ABINIT 10.8.3, plane-wave DFT with the LDA functional and JTH PAW datasets (v2.0), for HfO$_2$ in space group P2$_1$/c with 12 atoms per cell, without spin polarisation or spin–orbit coupling. The k mesh is 2×2×2, the wave cutoff 625.862 eV and the Fermi–Dirac smearing 0.05 eV. Levels are numbered outwards from the gap, and their energies are counted from the valence top.

| point a (reciprocal cell vector) | point b (reciprocal cell vector) | point c (reciprocal cell vector) | level under 4 (eV) | level under 3 (eV) | level under 2 (eV) | level under 1 (eV) | level over 1 (eV) | level over 2 (eV) |
| --- | --- | --- | --- | --- | --- | --- | --- | --- |
| 0.0000 | 0.0000 | 0.0000 | -0.549 | -0.526 | -0.168 | 0.000 | 4.353 | 4.942 |
| 0.5000 | 0.0000 | 0.0000 | -0.690 | -0.575 | -0.496 | -0.093 | 3.936 | 4.996 |
| 0.0000 | 0.5000 | 0.0000 | -0.808 | -0.808 | -0.426 | -0.426 | 4.940 | 4.940 |
| 0.0000 | 0.0000 | 0.5000 | -0.814 | -0.814 | -0.496 | -0.496 | 4.630 | 4.630 |
| 0.5000 | 0.0000 | 0.5000 | -0.980 | -0.980 | -0.506 | -0.506 | 4.263 | 4.263 |
| 0.0000 | 0.5000 | 0.5000 | -0.925 | -0.925 | -0.629 | -0.629 | 4.820 | 4.820 |
| 0.5000 | 0.5000 | 0.5000 | -1.047 | -1.047 | -0.750 | -0.750 | 4.427 | 4.427 |

At five of the seven points the levels come in equal pairs. Under the gap, level under 1 coincides with level under 2, and level under 3 with level under 4; over the gap the two lowest empty levels coincide as well. At the zone centre $(0,0,0)$ and at $(\tfrac12,0,0)$ nothing coincides, and the two lowest empty levels of the latter stand 1.06 eV apart. The three numbers that name a point are its components along the reciprocal cell vectors, and at these seven points a component of one half means that the point lies on the boundary of the Brillouin zone, if need be after a step by a whole reciprocal cell vector, which leaves the levels unchanged. Why do some of these points pair their levels and others not?

A first thought is spin, or the fact that the cell holds four equivalent formula units. Spin is already counted, since each listed level takes two electrons. Equivalent units would give nearly equal levels if they hardly felt each other, but then they should do so at every point. At the zone centre the lowest empty levels differ by 0.589 eV, so the units do feel each other. One splitting there is only 0.023 eV, which shows that levels can also come close without being equal.

A more tempting explanation is the zone boundary itself. All five paired points lie on it and the zone centre does not, so six of the seven points agree with this idea. The seventh decides against it: $(\tfrac12,0,0)$ is a boundary point like the others, yet its upper two filled levels differ by 0.403 eV. What matters must therefore be the direction in which the boundary is reached. The direction $a$ behaves differently from $b$ and $c$.

The crystal's symmetry makes just this distinction. The space group P2$_1$/c contains a screw axis, which turns the crystal by half a turn and shifts it by half a cell along $b$. It also contains a glide plane, which reflects the crystal and shifts it by half a cell along $c$. No operation of the group, done twice, amounts to a single step along $a$.

Now take a wave whose component along $b$ is one half. It changes sign from one cell to the next, so its wavelength along $b$ is two cells, and a shift by half a cell is a quarter of a wavelength. Such a shift turns crests into nodes, as it turns a cosine into a sine. The screw operation thus produces a different wave, and because the crystal looks the same after the operation, the new wave has the same energy. At the zone centre the wave repeats unchanged from cell to cell, and the operation may simply return the wave it started from.

The picture can be made exact in a few lines. At the seven points a wave $\psi$ can be chosen real when spin–orbit coupling is left out, and the screw operation $S$ leads back to the same point of the zone. Done twice, $S$ is one full step along $b$, which multiplies the wave by $e^{2\pi i\cdot 1/2}=-1$. Let $o=\langle\psi|S\psi\rangle$ be the overlap of the wave with its image. Applying $S$ to both sides leaves an overlap unchanged, so

$$o=\langle S\psi|S^2\psi\rangle=-\langle S\psi|\psi\rangle=-o .$$

The last step uses the fact that both waves are real, so that their order in the overlap does not matter. Hence $o=0$: the image is a second, independent wave of equal energy. The glide plane gives the same result when the component along $c$ is one half.

The rule that follows is meant for points whose components are all zero or one half, and it has no adjustable constant: levels pair if point b or point c is one half, whichever of the two values point a has. It is right at all seven points, as the output after the text shows. Both operations are needed. The screw axis alone would leave $(0,0,\tfrac12)$ and $(\tfrac12,0,\tfrac12)$ unexplained, and the glide plane alone would leave out $(0,\tfrac12,0)$. By the same argument $(\tfrac12,\tfrac12,0)$, the one point of the mesh that the table does not list, should show pairs, because the screw axis suffices there.

The table thus rules out the simpler explanations and agrees with the symmetry rule; that the equality is exact is a result of the proof, since printed digits can only show it to about a thousandth of an electronvolt. The proof also shows where it would need revision. With spin–orbit coupling, which is sizeable in an element as heavy as hafnium, the waves can no longer be chosen real, and the proof no longer holds as written. Symmetry is then expected to keep the pairs where only one of point b and point c is one half, because there inversion and the screw operation do not commute and, together with time reversal, still hold the levels together. Where both are one half, the pairs are free to split. This calculation leaves that coupling out and so does not test it.

The pairing may also bear on the band edges. Symmetry does not force levels apart at the two unpaired points, but it allows them to separate, so that a single level can stand out towards the gap. Both edges found here lie at such points: the highest filled level at the zone centre and the lowest empty one at $(\tfrac12,0,0)$. The gap between them is 3.936 eV, whereas the five listed paired points alone would give 4.689 eV.

For the empty levels one can estimate whether the splitting decides the matter. At $(\tfrac12,0,0)$ the midpoint of the lowest two is $(3.936+4.996)/2=4.466$ eV. This is higher than the pair at $(\tfrac12,0,\tfrac12)$, which lies at 4.263 eV. The lower level stands half the splitting, 0.53 eV, below the midpoint and so ends 0.327 eV under that pair. The splitting is not the whole story, though. The zone centre is unpaired too, yet its lowest empty level at 4.353 eV lies above the pair at 4.263 eV. Taking point a from zero to one half lowers the lowest empty level in all three pairs of rows that can be compared, by 0.417, 0.367 and 0.393 eV, at paired points as well. The edge lies where this lowering and the absence of pairing come together. The midpoint is plain arithmetic and not the energy of a state without splitting, and the table does not say whether these two levels are the partners that meet in a pair elsewhere. It therefore only suggests that their average position would put the edge at another point.

On the filled side the splitting is not decisive. The midpoint of the upper two levels at the zone centre is $(0.000-0.168)/2=-0.084$ eV, still well above the highest paired level at $-0.426$ eV. The valence top would therefore be at the zone centre among these points even if one judged by midpoints.

The pairing and the positions of the edges are not equally secure. Pairing depends only on symmetry and survives any strain that keeps the space group. The order of the levels depends on the structure, which here is under tension and not relaxed, and an edge may lie between the points of so coarse a mesh. The size of the gap depends on the functional as well, and LDA makes it too small.



Printed output of the fit:

```
Splittings in eV:
  row  lower filled two  between the filled twos  upper filled two  lowest empty two  midpoint of empty two
  0.0             0.023                    0.358             0.168             0.589                  4.647
  0.5             0.115                    0.079             0.403              1.06                  4.466
  0.0                 0                    0.382                 0                 0                   4.94
  0.0                 0                    0.318                 0                 0                   4.63
  0.5                 0                    0.474                 0                 0                  4.263
  0.0                 0                    0.296                 0                 0                   4.82
  0.5                 0                    0.297                 0                 0                  4.427
Pairs found and expected (1 yes, 0 no):
  row  found  everywhere  any boundary point  screw only  glide only  screw or glide
  0.0      0           1                   0           0           0               0
  0.5      0           1                   1           0           0               0
  0.0      1           1                   1           1           0               1
  0.0      1           1                   1           0           1               1
  0.5      1           1                   1           0           1               1
  0.0      1           1                   1           1           1               1
  0.5      1           1                   1           1           1               1
Rows right, pairs everywhere (of 7): 5
Rows right, any boundary point (of 7): 6
Rows right, screw only (of 7): 5
Rows right, glide only (of 7): 6
Rows right, screw or glide (of 7): 7
Number of equal pairs in the paired rows: 15
Smallest distance between the two filled pairs, paired rows, eV: 0.296
Largest distance between the two filled pairs, paired rows, eV: 0.474
Lowest empty level at a paired point, eV: 4.263
Lowest empty level of row 2 lies below it by, eV: 0.327
Valence top lies above the highest filled level at a paired point by, eV: 0.426
Gap from all listed points, eV: 3.936
Gap from the paired points alone, eV: 4.689
Midpoint of the two lowest empty levels, row 2 less lowest paired point, eV: 0.203
Half the splitting of the two lowest empty levels in row 2, eV: 0.53
```
